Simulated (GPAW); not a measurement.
Write an ASE script for GPAW 26.7.0 that does the following.

| Item | Value |
| --- | --- |
| Task | single point |
| Functional | LDA |
| Potentials or basis | the program's PAW data sets (release 1.2.1) made for this functional |
| Cutoff | 500 eV |
| Basis | pw |
| k mesh | 5 × 5 × 5 |
| Occupations | fermi-dirac, width 0.01 eV |
| Spin | no spin polarisation |
| Maxiter | 150 |

The structure of Au lies in Au.cif:

```cif
data_Au
_cell_length_a 4.07000000
_cell_length_b 4.07000000
_cell_length_c 4.07000000
_cell_angle_alpha 90.00000000
_cell_angle_beta 90.00000000
_cell_angle_gamma 90.00000000
_space_group_name_H-M_alt 'Fm-3m'
_space_group_name_Hall '-F 4 2 3'
_space_group_IT_number 225
loop_
_space_group_symop_operation_xyz
'x,y,z'
'-x,-y,-z'
'-y,x,z'
'y,-x,-z'
'-x,-y,z'
'x,y,-z'
'y,-x,z'
'-y,x,-z'
'x,-y,-z'
'-x,y,z'
'-y,-x,-z'
'y,x,z'
'-x,y,-z'
'x,-y,z'
'y,x,-z'
'-y,-x,z'
'z,x,y'
'-z,-x,-y'
'z,-y,x'
'-z,y,-x'
'z,-x,-y'
'-z,x,y'
'z,y,-x'
'-z,-y,x'
'-z,x,-y'
'z,-x,y'
'-z,-y,-x'
'z,y,x'
'-z,-x,y'
'z,x,-y'
'-z,y,x'
'z,-y,-x'
'y,z,x'
'-y,-z,-x'
'x,z,-y'
'-x,-z,y'
'-y,z,-x'
'y,-z,x'
'-x,z,y'
'x,-z,-y'
'-y,-z,x'
'y,z,-x'
'-x,-z,-y'
'x,z,y'
'y,-z,-x'
'-y,z,x'
'x,-z,y'
'-x,z,-y'
'x,y+1/2,z+1/2'
'-x,-y+1/2,-z+1/2'
'-y,x+1/2,z+1/2'
'y,-x+1/2,-z+1/2'
'-x,-y+1/2,z+1/2'
'x,y+1/2,-z+1/2'
'y,-x+1/2,z+1/2'
'-y,x+1/2,-z+1/2'
'x,-y+1/2,-z+1/2'
'-x,y+1/2,z+1/2'
'-y,-x+1/2,-z+1/2'
'y,x+1/2,z+1/2'
'-x,y+1/2,-z+1/2'
'x,-y+1/2,z+1/2'
'y,x+1/2,-z+1/2'
'-y,-x+1/2,z+1/2'
'z,x+1/2,y+1/2'
'-z,-x+1/2,-y+1/2'
'z,-y+1/2,x+1/2'
'-z,y+1/2,-x+1/2'
'z,-x+1/2,-y+1/2'
'-z,x+1/2,y+1/2'
'z,y+1/2,-x+1/2'
'-z,-y+1/2,x+1/2'
'-z,x+1/2,-y+1/2'
'z,-x+1/2,y+1/2'
'-z,-y+1/2,-x+1/2'
'z,y+1/2,x+1/2'
'-z,-x+1/2,y+1/2'
'z,x+1/2,-y+1/2'
'-z,y+1/2,x+1/2'
'z,-y+1/2,-x+1/2'
'y,z+1/2,x+1/2'
'-y,-z+1/2,-x+1/2'
'x,z+1/2,-y+1/2'
'-x,-z+1/2,y+1/2'
'-y,z+1/2,-x+1/2'
'y,-z+1/2,x+1/2'
'-x,z+1/2,y+1/2'
'x,-z+1/2,-y+1/2'
'-y,-z+1/2,x+1/2'
'y,z+1/2,-x+1/2'
'-x,-z+1/2,-y+1/2'
'x,z+1/2,y+1/2'
'y,-z+1/2,-x+1/2'
'-y,z+1/2,x+1/2'
'x,-z+1/2,y+1/2'
'-x,z+1/2,-y+1/2'
'x+1/2,y,z+1/2'
'-x+1/2,-y,-z+1/2'
'-y+1/2,x,z+1/2'
'y+1/2,-x,-z+1/2'
'-x+1/2,-y,z+1/2'
'x+1/2,y,-z+1/2'
'y+1/2,-x,z+1/2'
'-y+1/2,x,-z+1/2'
'x+1/2,-y,-z+1/2'
'-x+1/2,y,z+1/2'
'-y+1/2,-x,-z+1/2'
'y+1/2,x,z+1/2'
'-x+1/2,y,-z+1/2'
'x+1/2,-y,z+1/2'
'y+1/2,x,-z+1/2'
'-y+1/2,-x,z+1/2'
'z+1/2,x,y+1/2'
'-z+1/2,-x,-y+1/2'
'z+1/2,-y,x+1/2'
'-z+1/2,y,-x+1/2'
'z+1/2,-x,-y+1/2'
'-z+1/2,x,y+1/2'
'z+1/2,y,-x+1/2'
'-z+1/2,-y,x+1/2'
'-z+1/2,x,-y+1/2'
'z+1/2,-x,y+1/2'
'-z+1/2,-y,-x+1/2'
'z+1/2,y,x+1/2'
'-z+1/2,-x,y+1/2'
'z+1/2,x,-y+1/2'
'-z+1/2,y,x+1/2'
'z+1/2,-y,-x+1/2'
'y+1/2,z,x+1/2'
'-y+1/2,-z,-x+1/2'
'x+1/2,z,-y+1/2'
'-x+1/2,-z,y+1/2'
'-y+1/2,z,-x+1/2'
'y+1/2,-z,x+1/2'
'-x+1/2,z,y+1/2'
'x+1/2,-z,-y+1/2'
'-y+1/2,-z,x+1/2'
'y+1/2,z,-x+1/2'
'-x+1/2,-z,-y+1/2'
'x+1/2,z,y+1/2'
'y+1/2,-z,-x+1/2'
'-y+1/2,z,x+1/2'
'x+1/2,-z,y+1/2'
'-x+1/2,z,-y+1/2'
'x+1/2,y+1/2,z'
'-x+1/2,-y+1/2,-z'
'-y+1/2,x+1/2,z'
'y+1/2,-x+1/2,-z'
'-x+1/2,-y+1/2,z'
'x+1/2,y+1/2,-z'
'y+1/2,-x+1/2,z'
'-y+1/2,x+1/2,-z'
'x+1/2,-y+1/2,-z'
'-x+1/2,y+1/2,z'
'-y+1/2,-x+1/2,-z'
'y+1/2,x+1/2,z'
'-x+1/2,y+1/2,-z'
'x+1/2,-y+1/2,z'
'y+1/2,x+1/2,-z'
'-y+1/2,-x+1/2,z'
'z+1/2,x+1/2,y'
'-z+1/2,-x+1/2,-y'
'z+1/2,-y+1/2,x'
'-z+1/2,y+1/2,-x'
'z+1/2,-x+1/2,-y'
'-z+1/2,x+1/2,y'
'z+1/2,y+1/2,-x'
'-z+1/2,-y+1/2,x'
'-z+1/2,x+1/2,-y'
'z+1/2,-x+1/2,y'
'-z+1/2,-y+1/2,-x'
'z+1/2,y+1/2,x'
'-z+1/2,-x+1/2,y'
'z+1/2,x+1/2,-y'
'-z+1/2,y+1/2,x'
'z+1/2,-y+1/2,-x'
'y+1/2,z+1/2,x'
'-y+1/2,-z+1/2,-x'
'x+1/2,z+1/2,-y'
'-x+1/2,-z+1/2,y'
'-y+1/2,z+1/2,-x'
'y+1/2,-z+1/2,x'
'-x+1/2,z+1/2,y'
'x+1/2,-z+1/2,-y'
'-y+1/2,-z+1/2,x'
'y+1/2,z+1/2,-x'
'-x+1/2,-z+1/2,-y'
'x+1/2,z+1/2,y'
'y+1/2,-z+1/2,-x'
'-y+1/2,z+1/2,x'
'x+1/2,-z+1/2,y'
'-x+1/2,z+1/2,-y'
loop_
_atom_site_label
_atom_site_type_symbol
_atom_site_symmetry_multiplicity
_atom_site_Wyckoff_symbol
_atom_site_fract_x
_atom_site_fract_y
_atom_site_fract_z
_atom_site_occupancy
Au1 Au 4 a 0.0000000000 0.0000000000 0.0000000000 1
```

One way to write it, as run:

run.py

```python
from ase.dft.bandgap import bandgap
from ase.io import read, write
from ase.units import GPa
from gpaw import GPAW, PW

atoms = read('Au.cif')

calc = GPAW(mode=PW(500),
            xc='LDA',
            kpts={'size': (5, 5, 5), 'gamma': True},
            occupations={'name': 'fermi-dirac', 'width': 0.01},
            nbands=42,
            convergence={'density': 1e-05, 'energy': 1e-05},
            maxiter=150,
            txt='gpaw.txt')
atoms.calc = calc
energy = atoms.get_potential_energy()
forces = atoms.get_forces()
stress = atoms.get_stress()
calc.write('gs.gpw')
write('result.traj', atoms)
print(f'Energy: {energy:.6f} eV')
print('Forces (eV/A):')
print(forces.round(4))
print('Stress (GPa):', (stress / GPa).round(3))
print('Fermi level:', round(calc.get_fermi_level(), 4), 'eV')
print(f'Gap: {bandgap(calc)[0]:.4f} eV, direct: {bandgap(calc, direct=True)[0]:.4f} eV')
```

Potentials or basis: the program's PAW data sets (release 1.2.1) made for this functional, pw.

Command:

```console
$ OMP_NUM_THREADS=1 python run.py
```

Results of the run:

- Pressure: 1.3 GPa
- Band gap on the k mesh: none (metal or under the smearing width)

Caveat: with this Au data set, volumes or pressures lay over 1.5 % or 2 GPa off other programs in two to four cells of ten; the cutoff is short for stress and forces, so pressures can be off by a GPa or more.

Wall time 12 s on 1 thread of Intel(R) Xeon(R) Platinum 8488C (Sapphire Rapids), on a shared host, peak memory 0.16 GiB.
